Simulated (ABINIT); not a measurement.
**Bi: band structure with PW91**

Crystal: Bi.

```xyz
2
Lattice="2.2675 1.3091 3.9380 -2.2675 1.3091 3.9380 0.0000 -2.6183 3.9380" Properties=species:S:1:pos:R:3 pbc="T T T"
Bi    0.0000    0.0000    9.0495
Bi    0.0000    0.0000    2.7645
```

| Item | Value |
| --- | --- |
| Program | ABINIT 10.8.3 (patched build) |
| Task | band structure |
| Functional | PW91 |
| Potentials or basis | JTH PAW PBE v2.0 |
| Cutoff | 707 eV |
| k mesh | 7 × 7 × 7 |
| Occupations | fermi-dirac, width 0.05 eV |
| Spin | no spin polarisation |
| Fine-grid cutoff | 1306.15 eV |

```
Pressure                                              : 1.5 GPa
Largest force                                         : 0.196 eV/Å
Band gap along the path                               : none (metal or under the smearing width)
Valence electrons inside the program's atomic spheres : Bi 12.19 (radii [1.2765] Å)
```

Forces on the atoms (eV/Å):
```
Bi   0.000  0.000 -0.196
Bi   0.000  0.000  0.196
```

Stress tensor (GPa, compression positive):
```
1.58 0.00 0.00
0.00 1.58 0.00
0.00 0.00 1.37
```

Levels at the corners of the path, in eV from the Fermi level:
| point | band 12 | band 13 | band 14 | band 15 | band 16 | band 17 | band 18 | band 19 |
| --- | --- | --- | --- | --- | --- | --- | --- | --- |
| Γ | -7.41 | -1.39 | -1.13 | -1.13 | 2.59 | 3.06 | 3.06 | 5.80 |
| L | -10.47 | -1.23 | -1.09 | -0.17 | -0.16 | 0.64 | 1.13 | 7.66 |
| B1 | -10.15 | -4.00 | -3.91 | -0.33 | 0.88 | 5.11 | 5.12 | 6.19 |

Wall time 2.9 min on 1 thread of Arm Neoverse V1, on a shared host, peak memory 0.23 GiB.

Caveat: the PAW data sets were made with another functional, which shifts forces and pressure a little; spin-orbit coupling is left out, which moves the levels of the heavy elements.
